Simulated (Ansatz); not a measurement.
KBr in the zincblende structure, relaxed with r2SCAN: 5 runs in Ansatz 0.2.0, each a calculation of independent-particle optics. It is cubic, F-43m (No. 216); conventional cell a = 7.377 Å, 50.17 Å³ an atom. K has 4 Br at 3.19 Å; Br has 4 K at 3.19 Å. The structure was generated, not taken from experiment, and needn't be the ground state; no magnetic order is allowed.

```
CELL_PARAMETERS angstrom
0.00000 3.68830 3.68830
3.68830 0.00000 3.68830
3.68830 3.68830 0.00000
ATOMIC_POSITIONS crystal
K 0.00000 0.00000 0.00000
Br 0.25000 0.25000 0.25000
```

On meshes this coarse, single peaks can be features of the mesh. No local fields, no excitons; the zone sum runs over the cells of the mesh, and ε∞ includes the bands left out of the spectrum. Up to four peaks are listed, those above 15 % of the tallest and inside the complete range; the four can differ from row to row.

| functional | k mesh | broadening (eV) | scissors (eV) | range (eV) | direct gap on the mesh before scissors (eV) | ε∞ xx | ε∞ yy | ε∞ zz | complete up to (eV) | tallest peaks of mean ε₂ (eV) |
| --- | --- | --- | --- | --- | --- | --- | --- | --- | --- | --- |
| PBE | 6×6×6 | 0.1 | 0.00 | 0–19 | 4.30 | 2.31 | 2.31 | 2.31 | 7.8 | 6.20 6.60 7.20 7.50 |
| r2SCAN | 6×6×6 | 0.1 | 0.00 | 0–19 | 4.86 | 2.17 | 2.17 | 2.17 | 8.6 | 6.65 7.05 7.80 8.05 |
| LDA | 6×6×6 | 0.1 | 0.00 | 0–19 | 4.00 | 2.38 | 2.38 | 2.38 | 7.6 | 5.95 6.40 6.95 7.25 |
| PBE | 6×6×6 | 0.1 | 1.11 (to HSE06) | 0–19 | 4.30 | 2.16 | 2.16 | 2.16 | 8.9 | 7.30 7.70 8.30 8.60 |
| PBE+SOC | 6×6×6 | 0.1 | 0.00 | 0–19 | 4.15 | 2.31 | 2.31 | 2.31 | 7.7 | 6.30 7.10 7.65 |

Only the levels marked +SOC include spin-orbit coupling.
